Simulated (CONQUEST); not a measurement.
# CdSe (F-43m) in CONQUEST: notebook

Runs on CdSe. Level: LDA. Tasks: equation of state.

All numbers are computed with CONQUEST 1.3; they aren't measurements. Logs are shortened: lines on timing, memory, paths and dates and some standing lists are left out, and cuts for length are marked.

### Step 1. The structure

The structure is cubic, space group F-43m (No. 216). The conventional cell has a = 6.141 Å, b = 6.141 Å, c = 6.141 Å, α = 90.00°, β = 90.00°, γ = 90.00°. Cd (site symmetry -43m) has 4 Se at 2.66 Å as nearest neighbours. Around Se (site symmetry -43m) lie 4 Cd at 2.66 Å.

Measurements of this composition are mostly on another form, of space group No. 186.

### Step 2. Equation of state, LDA, 27.21 Å³/atom (volume scaled by 0.94)

The input, Conquest_input:

```
IO.Title CdSe
IO.Coordinates coords.dat
IO.FractionalAtomicCoords T
IO.Iprint 2
IO.Iprint_init 1
General.NumberOfSpecies 2
General.PseudopotentialType hamann
AtomMove.TypeOfRun static
AtomMove.FullStress T
Grid.PointsAlongX 48
Grid.PointsAlongY 48
Grid.PointsAlongZ 60
DM.SolutionMethod diagon
Diag.MPMesh T
Diag.GammaCentred T
Diag.MPMeshX 6
Diag.MPMeshY 6
Diag.MPMeshZ 5
Diag.kT 0.00183747
minE.SCTolerance 1e-6
SC.MaxIters 100
IO.AtomChargeOutput T
%block ChemicalSpeciesLabel
1 112.410 Cd
2 78.960 Se
%endblock
```

The input, coords.dat:

```
    8.0377264441     0.0000000000     0.0000000000
    0.0000000000     8.0377264441     0.0000000000
    0.0000000000     0.0000000000    11.3670617482
4
  0.0000000000   0.0000000000   0.0000000000 1 T T T
  0.5000000000   0.5000000000   0.5000000000 1 T T T
  0.0000000000   0.5000000000   0.7500000000 2 T T T
  0.5000000000   0.0000000000   0.2500000000 2 T T T
```

Potentials or basis: PseudoDojo NC LDA, DZP, grid of 48 × 48 × 60 points.

Started as:

```bash
> Conquest
```

Standard output:

```text
Simulation cell dimensions:     8.0377 a0 x     8.0377 a0 x    11.3671 a0

      Atomic coordinates (a0)
         Atom         X         Y         Z  Species
            1    0.0000    0.0000    0.0000        1
            2    4.0189    4.0189    5.6835        1
            3    0.0000    4.0189    8.5253        2
            4    4.0189    0.0000    2.8418        2

         Monkhorst-Pack mesh:   6 x   6 x   5 gamma-centred
        This calculation includes non-local pseudopotentials,
         with a maximum core radius of      6.76493762

    Job title: CdSe
    Job to be run: static calculation

[... 5 lines left out ...]
      Using Fermi-Dirac smearing

    Integration grid size:     48 x   48 x   60

    Integration grid spacing:  0.167 a0 x 0.167 a0 x 0.189 a0

    Number of species:  2
    --------------------------------------------------------
    |   #  mass (au)  Charge (e)  SF Rad (a0)  NSF  Label  |
    --------------------------------------------------------
    |   1    112.410      20.000        7.010   19  Cd     |
    |   2     78.960      16.000        6.631   18  Se     |
    --------------------------------------------------------
          SCF tolerance:                 0.00000100
          SCF iterations:               100

    LibXC version:  6. 2. 2
    Using the LDA functional Slater exchange
    Using the LDA functional Perdew & Wang

           radial cut-off to be used is taken to be max PAO cut-off radius for this species:    6.764938

           greatest ang. mom. for making density from PAOs:  2

           radial cut-off to be used is taken to be max PAO cut-off radius for this species:    6.366323

           greatest ang. mom. for making density from PAOs:  2
    Minimum blocs/proc is     2160. Maximum blocs/proc is     2160
    set_atom_dens: In set_atomic_density, electrons :      72.000000000000
 matrix_size & matrix_size_padH =           74          74

    Screened ion int: energy:    -475.077669187020 Ha

    new_SC_potl: Starting.  Tolerance:  0.10000E-05

    PulayMixSC: Starting Pulay mixing, A_up =  0.500 A_dn =  0.500
    PulayMixSC: Spin non-polarised calculation.
          Harris-Foulkes Energy            :      -592.993467458231862 Ha
          GroundState Energy (E-(1/2)TS)   :      -592.993467465955291 Ha
          Free Energy (E-TS)               :      -592.993467473678720 Ha
          DFT Total Energy                 :      -592.940830921798806 Ha
          Total number of electrons        :        71.999999999997570
    PulayMixSC: Pulay iteration     1 residual:              0.11889E-02
          Harris-Foulkes Energy            :      -592.970373310330160 Ha
          GroundState Energy (E-(1/2)TS)   :      -592.970374352205681 Ha
          Free Energy (E-TS)               :      -592.970375394081316 Ha
          DFT Total Energy                 :      -592.967670686708743 Ha
          Total number of electrons        :        72.000025329105810
    PulayMixSC: Pulay iteration     2 residual:              0.49139E-03
          Harris-Foulkes Energy            :      -592.968986615722997 Ha
          GroundState Energy (E-(1/2)TS)   :      -592.968987200078004 Ha
          Free Energy (E-TS)               :      -592.968987784432898 Ha
          DFT Total Energy                 :      -592.968710671321560 Ha
          Total number of electrons        :        72.000037588881227
    PulayMixSC: Pulay iteration     3 residual:              0.21914E-03
          Harris-Foulkes Energy            :      -592.968739289055861 Ha
          GroundState Energy (E-(1/2)TS)   :      -592.968740013161892 Ha
          Free Energy (E-TS)               :      -592.968740737268035 Ha
          DFT Total Energy                 :      -592.968737835738921 Ha
          Total number of electrons        :        72.000052439135416
    PulayMixSC: Pulay iteration     4 residual:              0.14687E-04
          Harris-Foulkes Energy            :      -592.968738032711258 Ha
          GroundState Energy (E-(1/2)TS)   :      -592.968738751568026 Ha
          Free Energy (E-TS)               :      -592.968739470424794 Ha
          DFT Total Energy                 :      -592.968737885639143 Ha
          Total number of electrons        :        72.000052383277989
    PulayMixSC: Pulay iteration     5 residual:              0.60541E-05
          Harris-Foulkes Energy            :      -592.968737839913160 Ha
          GroundState Energy (E-(1/2)TS)   :      -592.968738557487427 Ha
          Free Energy (E-TS)               :      -592.968739275061694 Ha
          DFT Total Energy                 :      -592.968737839386222 Ha
          Total number of electrons        :        72.000051130581255
    PulayMixSC: Pulay iteration     6 residual:              0.19529E-06
    PulayMixSC: Reached SCF tolerance of  0.19529E-06 after      6 iterations
      | Number of electrons      =        72.000051
      |* band energy as 2Tr[K.H] =       -99.570393651196980 Ha
      |  screened ion-ion energy =      -475.077669187019751 Ha
      |  Ha correction           =         1.574795587292263 Ha
      |  XC correction           =       -19.895472097677366 Ha
      | GS Energy as E-(1/2)TS   =      -592.968738557487427 Ha
      | Free Energy as E-TS      =      -592.968739275061694 Ha
      |* Harris-Foulkes energy   =      -592.968737839913160 Ha
      |* DFT total energy        =      -592.968737839386222 Ha
      |  estimated accuracy      =        -0.000000000526938 Ha

    force: Forces on atoms (Ha/a0)
    force:  Atom   X              Y              Z
    force:     1   0.0000000000  -0.0000000000   0.0000000000
    force:     2  -0.0000000000  -0.0000000000  -0.0000000000
    force:     3   0.0000000000   0.0000000000   0.0000000000
    force:     4  -0.0000000000   0.0000000000   0.0000000000

    force: Maximum force :        0.00000000(Ha/a0) on atom         1 in z direction
    force: Force Residual:        0.00000000 Ha/a0
    force: Total stress:         -0.82989812     0.00000000     0.00000000 GPa
                             0.00000000    -0.82989812    -0.00000000
                             0.00000000    -0.00000000    -0.77668959
    force: Average pressure:      0.81216194 GPa

    force: Finished force
    get_E_and_F: Change in energy during last step of electronic optimisation:  0.19280E-06

    BIBLIOGRAPHY: Please consider citing the following references in the conquest.bib file

    CONQUEST:         Bowler2002pt, Miyazaki2004, Nakata2020
    Basis:            Bowler2019
    DM:               Bowler:2006xr
    Pseudopotentials: Hamann2013, Bowler2019
    XC references from LibXC:
      P. A. M. Dirac.,  Math. Proc. Cambridge Philos. Soc. 26, 376 (1930)
```

Wall time 31 s (1 thread of Intel Xeon 6975P-C (Granite Rapids), shared host); peak memory 0.74 GiB.

Results:

| Quantity | Value |
| --- | --- |
| Free energy | -16135.5014 eV |
| Pressure | 0.8 GPa |
| Band gap on the k mesh | 0.60 eV |
| Mulliken charges | Cd +0.40; Se -0.40 e |

Caveat: Mulliken charges move with the basis; an odd mesh through Γ misses points on the zone boundary, where band edges often lie; the basis of atomic orbitals isn't converged, which shifts pressures, moduli and gaps.

### Step 3. Equation of state, LDA, 27.78 Å³/atom (volume scaled by 0.96)

Conquest_input is that of step 2.

The input, coords.dat:

```
    8.0943320165     0.0000000000     0.0000000000
    0.0000000000     8.0943320165     0.0000000000
    0.0000000000     0.0000000000    11.4471141164
4
  0.0000000000   0.0000000000   0.0000000000 1 T T T
  0.5000000000   0.5000000000   0.5000000000 1 T T T
  0.0000000000   0.5000000000   0.7500000000 2 T T T
  0.5000000000   0.0000000000   0.2500000000 2 T T T
```

Potentials or basis: PseudoDojo NC LDA, DZP, grid of 48 × 48 × 60 points.

Started as:

```bash
> Conquest
```

It took 30 s on 1 thread of Intel Xeon 6975P-C (Granite Rapids), shared host; peak memory 0.74 GiB.

The run converged. Its results:

```
Free energy            : -16135.5044 eV
Pressure               : -0.4 GPa
Band gap on the k mesh : 0.54 eV
Mulliken charges       : Cd +0.40; Se -0.40 e
```

Caveat: Mulliken charges move with the basis; an odd mesh through Γ misses points on the zone boundary, where band edges often lie; the basis of atomic orbitals isn't converged, which shifts pressures, moduli and gaps.

### Step 4. Equation of state, LDA, 28.36 Å³/atom (volume scaled by 0.98)

Conquest_input is that of step 3.

The input, coords.dat:

```
    8.1501567600     0.0000000000     0.0000000000
    0.0000000000     8.1501567600     0.0000000000
    0.0000000000     0.0000000000    11.5260622257
4
  0.0000000000   0.0000000000   0.0000000000 1 T T T
  0.5000000000   0.5000000000   0.5000000000 1 T T T
  0.0000000000   0.5000000000   0.7500000000 2 T T T
  0.5000000000   0.0000000000   0.2500000000 2 T T T
```

Started as:

```bash
> Conquest
```

Wall time 30 s (1 thread of Intel Xeon 6975P-C (Granite Rapids), shared host); peak memory 0.74 GiB.

The run converged. Its results:

| Item | Value |
| --- | --- |
| Free energy | -16135.4908 eV |
| Pressure | -1.5 GPa |
| Band gap on the k mesh | 0.49 eV |
| Mulliken charges | Cd +0.40; Se -0.40 e |

Caveat: Mulliken charges move with the basis; an odd mesh through Γ misses points on the zone boundary, where band edges often lie; the basis of atomic orbitals isn't converged, which shifts pressures, moduli and gaps.

### Step 5. Equation of state, LDA, 28.94 Å³/atom

Conquest_input is that of step 4.

The input, coords.dat:

```
    8.2052270573     0.0000000000     0.0000000000
    0.0000000000     8.2052270573     0.0000000000
    0.0000000000     0.0000000000    11.6039433870
4
  0.0000000000   0.0000000000   0.0000000000 1 T T T
  0.5000000000   0.5000000000   0.5000000000 1 T T T
  0.0000000000   0.5000000000   0.7500000000 2 T T T
  0.5000000000   0.0000000000   0.2500000000 2 T T T
```

Started as:

```bash
> Conquest
```

Run time: 25 s. Hardware: 1 thread of Intel Xeon 6975P-C (Granite Rapids), shared host; peak memory 0.69 GiB.

Results (log left out):

```yaml
Free_energy: -16135.4619 eV
Pressure: -2.5 GPa
Band_gap_on_the_k_mesh: 0.44 eV
Mulliken_charges: Cd +0.39; Se -0.39 e
```

Caveat: Mulliken charges move with the basis; an odd mesh through Γ misses points on the zone boundary, where band edges often lie; the basis of atomic orbitals isn't converged, which shifts pressures, moduli and gaps.

### Step 6. Equation of state, LDA, 29.52 Å³/atom (volume scaled by 1.02)

Conquest_input is that of step 5.

The input, coords.dat:

```
    8.2595678930     0.0000000000     0.0000000000
    0.0000000000     8.2595678930     0.0000000000
    0.0000000000     0.0000000000    11.6807929337
4
  0.0000000000   0.0000000000   0.0000000000 1 T T T
  0.5000000000   0.5000000000   0.5000000000 1 T T T
  0.0000000000   0.5000000000   0.7500000000 2 T T T
  0.5000000000   0.0000000000   0.2500000000 2 T T T
```

Potentials or basis: PseudoDojo NC LDA, DZP, grid of 48 × 48 × 60 points.

Started as:

```bash
> Conquest
```

Run time: 26 s. Hardware: 1 thread of Intel Xeon 6975P-C (Granite Rapids), shared host; peak memory 0.69 GiB.

Results (log left out):

```yaml
Free_energy: -16135.4206 eV
Pressure: -3.3 GPa
Band_gap_on_the_k_mesh: 0.39 eV
Mulliken_charges: Cd +0.39; Se -0.39 e
```

Caveat: Mulliken charges move with the basis; an odd mesh through Γ misses points on the zone boundary, where band edges often lie; the basis of atomic orbitals isn't converged, which shifts pressures, moduli and gaps.

### Step 7. Equation of state, LDA, 30.10 Å³/atom (volume scaled by 1.04)

Conquest_input is that of step 6.

The input, coords.dat:

```
    8.3132029535     0.0000000000     0.0000000000
    0.0000000000     8.3132029535     0.0000000000
    0.0000000000     0.0000000000    11.7566443640
4
  0.0000000000   0.0000000000   0.0000000000 1 T T T
  0.5000000000   0.5000000000   0.5000000000 1 T T T
  0.0000000000   0.5000000000   0.7500000000 2 T T T
  0.5000000000   0.0000000000   0.2500000000 2 T T T
```

Started as:

```bash
> Conquest
```

Wall time 25 s (1 thread of Intel Xeon 6975P-C (Granite Rapids), shared host); peak memory 0.69 GiB.

The run converged. Its results:

```
Free energy            : -16135.3675 eV
Pressure               : -4.1 GPa
Band gap on the k mesh : 0.35 eV
Mulliken charges       : Cd +0.39; Se -0.39 e
```

Caveat: Mulliken charges move with the basis; an odd mesh through Γ misses points on the zone boundary, where band edges often lie; the basis of atomic orbitals isn't converged, which shifts pressures, moduli and gaps.

### Step 8. Equation of state, LDA, 30.68 Å³/atom (volume scaled by 1.06)

Conquest_input is that of step 7.

The input, coords.dat:

```
    8.3661547185     0.0000000000     0.0000000000
    0.0000000000     8.3661547185     0.0000000000
    0.0000000000     0.0000000000    11.8315294680
4
  0.0000000000   0.0000000000   0.0000000000 1 T T T
  0.5000000000   0.5000000000   0.5000000000 1 T T T
  0.0000000000   0.5000000000   0.7500000000 2 T T T
  0.5000000000   0.0000000000   0.2500000000 2 T T T
```

Started as:

```bash
> Conquest
```

Run time: 26 s. Hardware: 1 thread of Intel Xeon 6975P-C (Granite Rapids), shared host; peak memory 0.69 GiB.

It converged, with:

| Item | Value |
| --- | --- |
| Free energy | -16135.3034 eV |
| Pressure | -4.7 GPa |
| Band gap on the k mesh | 0.30 eV |
| Mulliken charges | Cd +0.39; Se -0.39 e |

Caveat: Mulliken charges move with the basis; an odd mesh through Γ misses points on the zone boundary, where band edges often lie; the basis of atomic orbitals isn't converged, which shifts pressures, moduli and gaps.

### Step 9. Equation of state, LDA

Potentials or basis: PseudoDojo NC LDA, DZP, grid of 48 × 48 × 60 points.

No new run: the results of the series are fitted here.

What came out:

| Property | Result |
| --- | --- |
| Equilibrium volume | 27.59 Å³/atom |
| Bulk modulus | 57 GPa |
| Pressure derivative of the bulk modulus | 4.5 (rough: it moves with the points fitted) |

Energy against volume, from the lowest point:
```
volume (Å³/atom)  energy (meV/atom)
          27.206               0.75
          27.784               0.00
          28.363               3.40
          28.942              10.62
          29.521              20.95
          30.100              34.22
          30.679              50.24
```

Caveat: the DZP basis gives volumes some 2 % larger than converged bases do, and moduli off by several per cent; the basis of atomic orbitals isn't converged, which shifts pressures, moduli and gaps.
